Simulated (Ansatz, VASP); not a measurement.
**As: VASP beside Ansatz**

The input INCAR:

```
SYSTEM = As
PREC = Accurate
ENCUT = 520
EDIFF = 1E-7
ISMEAR = -1
SIGMA = 0.05
LREAL = .FALSE.
LASPH = .TRUE.
NELM = 100
ALGO = Normal
ISIF = 2
LWAVE = .FALSE.
LCHARG = .TRUE.
GGA = PE
LELF = .TRUE.
LVHAR = .TRUE.
NBANDS = 12
```

File KPOINTS:

```
regular mesh
0
G
  7 7 7
  0 0 0
```

POSCAR

```
As
1.0
    1.8431809607      1.0641610238      3.5140619945
   -1.8431809607      1.0641610238      3.5140619945
    0.0000000000     -2.1283220477      3.5140619945
As
2
Direct
    0.2260000000      0.2260000000      0.2260000000
    0.7740000000      0.7740000000      0.7740000000
```

input.yaml

```yaml
crystal:
  lattice:
    - [1.8431809607, 1.0641610238, 3.5140619945]
    - [-1.8431809607, 1.0641610238, 3.5140619945]
    - [0.0, -2.1283220477, 3.5140619945]
  atoms:
    - { symbol: As, position: [0.226, 0.226, 0.226] }
    - { symbol: As, position: [0.774, 0.774, 0.774] }
hamiltonian:
  xc: pbe
  pseudopotentials: { kind: paw }
kpoints:
  mp_grid: { grid: [7, 7, 7] }
scf:
  occupations: { method: fermi_dirac, width: 0.05 }
output:
  forces: true
  stress: true
  eigenvalues: true
```

Alike in both runs: task single point; functional PBE; k mesh 7 × 7 × 7; occupations fermi-dirac, width 0.05 eV; no spin polarisation.

```csv
,VASP,Ansatz
version,VASP 6.6.1,Ansatz 0.2.0
potentials or method,"VASP PAW PBE potentials, release 64 (As)",Ansatz PAW
plane-wave cutoff (eV),520,420
valence electrons in the cell,10,30
```

Ansatz gave:

| Quantity | Value |
| --- | --- |
| gap on the k mesh at the Fermi level (eV) | none |
| pressure (GPa) | 7.7 |
| largest component of the traceless stress (GPa) | 1.89 |
| rms of the force components (eV/Å) | 0.368 |

**Question.** Estimate VASP's values.

**Answer.** gap on the k mesh at the Fermi level (eV): none; pressure (GPa): 8.2; largest component of the traceless stress (GPa): 2.01; rms of the force components (eV/Å): 0.411.

Atom by atom the forces differ by 0.043 eV/Å (rms over components). A gap of «none» marks a metal or a gap that the smearing closes. With one functional, cell and mesh, what is left measures potentials, basis and numerics. The two sets of potentials don't hold the same shells in valence.
